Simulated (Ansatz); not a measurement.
This log comes from Ansatz, run on a 3-atom cell of CaF2 built on the fluorite structure (relaxed group Fm-3m). The cell was relaxed beforehand with r2SCAN.

The cell:
```cif
data_structure
_symmetry_space_group_name_H-M 'P 1'
_symmetry_Int_Tables_number 1
_cell_length_a 3.8461
_cell_length_b 3.8461
_cell_length_c 3.8461
_cell_angle_alpha 60.000
_cell_angle_beta 60.000
_cell_angle_gamma 60.000
_cell_volume 40.23
loop_
_atom_site_label
_atom_site_type_symbol
_atom_site_fract_x
_atom_site_fract_y
_atom_site_fract_z
_atom_site_occupancy
Ca1 Ca 0.00000 0.00000 0.00000 1
F1 F 0.75000 0.75000 0.75000 1
F2 F 0.25000 0.25000 0.25000 1
```

The log, with set-up remarks and timings taken out:
```
Functional definition: r2SCAN
Crystal: 3 atoms, lattice volume = 40.229 Å³
Basis set: ecut = 500 eV, 965 PW (Γ)
Bands: 16, of which v1, the nominal top of the filled ones, is band 12 counted from 1 (11 counted from 0)
Symmetry: 48 space group operations
k-points: 30 of 216 (irreducible under 8 space group operations, time reversal used)
preconditioner: auto → none  [insulator: Δε(μ)=8.317 eV  ℏωp=27.5 eV]
SCF 1 converged in 7 iterations: F = -3448.119696 eV  dr2 = 1.20e-11
SCF converged after 7 iterations
Free energy (F): -3448.119696 eV
Fermi energy:    2.866735 eV
--- Per-component energies (eV) ---
  E_band       = -206.312425
  E_kinetic    = 697.094792
  E_local      = -1780.232351
  E_nonlocal   = 208.408285
  E_hartree    = 634.604936
  E_xc         = -297.509640
  E_vxc        = -429.499961
  E_paw        = -1269.962898
  E_vpaw       = -200.191331
  E_vtau       = 28.895994
  E_ewald      = -1640.241517
  E_core_change = -0.283448
--- Dielectric response (ions clamped): 1 representative field direction + reference, on 30 of 216 k-points ---
  ε∞ (high-frequency dielectric tensor):
        2.191611     0.000000     0.000000
        0.000000     2.191611     0.000000
        0.000000     0.000000     2.191611
  Born effective charges Z* (e; rows j = field, columns β = displacement):
    site 0:
         2.34543    0.00000    0.00000
         0.00000    2.34543    0.00000
         0.00000    0.00000    2.34543
    site 1:
        -1.17272    0.00000    0.00000
         0.00000   -1.17272    0.00000
         0.00000    0.00000   -1.17272
    site 2:
        -1.17272    0.00000    0.00000
         0.00000   -1.17272    0.00000
         0.00000    0.00000   -1.17272
```

Q: Reconstruct the input.

A:
```yaml
crystal:
  # lattice and atoms as above
kpoints:
  mp_grid: { grid: [6, 6, 6] }
hamiltonian:
  xc: r2scan
scf:
  occupations: { method: fixed }
dielectric: {}
```
The term E_vtau belongs to a meta-GGA, which reads the kinetic-energy density. A response with clamped ions alone is the dielectric block. Not every key shows in the log; this is the file that was used.

Command: `ansatz run input.yaml --threads 2 --pin off --max-ram 20275MiB --backend cpu --events-out ev --progress --plain --runs-dir out`. It took 5.1 s on 2 threads of AMD EPYC 7R13 Processor (Zen 3) (shared host), load about 2.9 per core; peak host memory 0.68 GiB.

Calculated for a static, non-magnetic cell.
